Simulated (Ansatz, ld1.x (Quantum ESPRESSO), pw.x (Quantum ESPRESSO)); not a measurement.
**Re: does the ultrasoft potential hold in the solid?**

* Element: Re (Z = 75)
* Generator: ld1.x (Quantum ESPRESSO) 7.5
* Type: ultrasoft
* Functional: PBE
* Relativity: scalar-relativistic
* Frozen core: [Xe] 4f14
* Valence charge: 7
* Reference configuration: 5d5 6s2 6p0
* Partial waves: 6s (bound): rcut 2.75, rcutus 3.15 bohr; 6s channel at 0.55 Ry: rcut 2.75, rcutus 3.15 bohr; 6p (bound, empty): rcut 2.15, rcutus 2.90 bohr; 6p channel at 3.3 Ry: rcut 2.15, rcutus 2.90 bohr; 5d (bound): rcut 1.65, rcutus 2.20 bohr; 5d channel at 1.9 Ry: rcut 1.65, rcutus 2.20 bohr
* Local potential: all-electron potential smoothed inside 1.85 bohr (lloc = -2)
* Core correction: a·sin(br)/r model core, default radius (core density twice the valence density)
* Augmentation charge: built from norm-conserving waves at rcut, not smoothed further

Atomic tests: cutoffs needed: 21 Ry and 35 Ry (the cutoffs (Ry, on a coarse ladder) from which the occupation-weighted sum of valence levels, in a spherical-Bessel basis at the reference potential, stays within 10 and 1 mRy of its value at 400 Ry); ghost test: no extra level below or beside the all-electron valence levels (s, p, d, f tested) (spherical-Bessel basis up to 400 Ry, 20 bohr box); configuration tests: test run stopped at test 1 of 7 (negative rho).

Crystal test: fcc Re in pw.x 7.5, no spin, 14³ k-points, Fermi–Dirac smearing 0.01 Ry, cutoffs 45/600 Ry. The reference is all-electron LAPW (Ansatz 0.2.0) with the same functional, mesh and smearing; V0 and B0 come from Birch–Murnaghan fits to the pressures at five volumes. Errors are pseudo minus all-electron; Δ is the rms difference of the E(V) curves that follow from these fits, minima aligned, over ±6 % about the mean V0. Mesh and smearing are coarse, so the numbers serve the comparison and aren't converged zero-temperature values; the lattice is a test structure that the element need not adopt.

```tsv
V (Å³/atom)	P all-electron (GPa)	P pseudo (GPa)
14.246	21.20	22.26
14.621	10.13	10.91
14.996	0.45	1.01
15.371	-8.00	-7.61
15.746	-15.36	-15.11
```

All-electron: a0 = 3.916 Å (V0 = 15.01 Å³/atom), B0 = 359.1 GPa.

Pseudopotential: mean pressure error (GPa): +0.61; a0 (Å): 3.918; a0 error (%): +0.05; B0 error (%): +1.5; Δ (meV/atom): 2.0. The largest radius (3.15 bohr) exceeds half the bond length (2.62 bohr), so the spheres overlap, which is one possible source of error among others. Atomic configuration tests: test run stopped at test 1 of 7 (negative rho). The logarithmic derivative shows an extra or strongly shifted pseudo pole above the reference energy (s near 0.75 Ry).

**Question.** At the middle volume, how do free energy and pressure move when the wave cutoff is lowered (ecutrho held at 600 Ry)?

**Answer.**

```csv
cutoff (Ry),shift of F (meV/atom),shift of P (GPa)
20,+107.2,+0.05
27,+63.8,-0.45
36,+3.7,-0.43
```

Input at the middle volume:

```
&control
  calculation='scf', prefix='x', pseudo_dir='./', outdir='./tmp', tstress=.true., disk_io='none'
/
&system
  ibrav=0, nat=1, ntyp=1, ecutwfc=45, ecutrho=600, nbnd=11,
  occupations='smearing', smearing='fd', degauss=0.01
/
&electrons
  conv_thr=1e-09, mixing_beta=0.4, electron_maxstep=70
/
ATOMIC_SPECIES
Re 1.0 Re.UPF
CELL_PARAMETERS angstrom
  0.00000000 1.95725981 1.95725981
  1.95725981 0.00000000 1.95725981
  1.95725981 1.95725981 0.00000000
ATOMIC_POSITIONS crystal
Re 0.0000 0.0000 0.0000
K_POINTS automatic
14 14 14 0 0 0
```

```bash
pw.x < Re.scf.in > Re.scf.out
```

Lines of the output:

```
Message from routine setup:
     using ibrav=0 with symmetry is DISCOURAGED, use correct ibrav instead
     lattice parameter (alat)  =       5.2307  a.u.
     unit-cell volume          =     101.1980 (a.u.)^3
     number of electrons       =         7.00
     number of Kohn-Sham states=           11
     kinetic-energy cutoff     =      45.0000  Ry
     charge density cutoff     =     600.0000  Ry
     scf convergence threshold =      1.0E-09
     Exchange-correlation= PBE
     number of k points=   104  Fermi-Dirac smearing, width (Ry)=  0.0100
     iteration #  1     ecut=    45.00 Ry     beta= 0.40
     total energy              =     -34.59349920 Ry
     estimated scf accuracy    <       0.02850722 Ry
     iteration #  2     ecut=    45.00 Ry     beta= 0.40
     total energy              =     -34.59243676 Ry
     estimated scf accuracy    <       0.00550760 Ry
     iteration #  3     ecut=    45.00 Ry     beta= 0.40
     total energy              =     -34.59314745 Ry
     estimated scf accuracy    <       0.00013300 Ry
     iteration #  4     ecut=    45.00 Ry     beta= 0.40
     total energy              =     -34.59319233 Ry
     estimated scf accuracy    <       0.00002698 Ry
     iteration #  5     ecut=    45.00 Ry     beta= 0.40
     total energy              =     -34.59320035 Ry
     estimated scf accuracy    <       0.00000242 Ry
     iteration #  6     ecut=    45.00 Ry     beta= 0.40
     total energy              =     -34.59320082 Ry
     estimated scf accuracy    <       0.00000014 Ry
     iteration #  7     ecut=    45.00 Ry     beta= 0.40
     total energy              =     -34.59320088 Ry
     estimated scf accuracy    <          4.0E-09 Ry
     iteration #  8     ecut=    45.00 Ry     beta= 0.40
     the Fermi energy is    17.0988 ev
!    total energy              =     -34.59320088 Ry
     estimated scf accuracy    <          2.1E-10 Ry
     smearing contrib. (-TS)   =      -0.00422677 Ry
     The total energy is F=E-TS. E is the sum of the following terms:
     one-electron contribution =      14.45619357 Ry
     hartree contribution      =       0.45005233 Ry
     xc contribution           =     -19.12520447 Ry
     ewald contribution        =     -30.37001555 Ry
     convergence has been achieved in   8 iterations
          total   stress  (Ry/bohr**3)                   (kbar)     P=       10.14
     Message from routine punch:
     Nothing written, as per user request (disk_io='none')
```

The run at the middle volume (104 k-points, 8 iterations) took about 12 s on one core of a shared host (Neoverse-V1, 64 threads, 251 GiB, load 35).
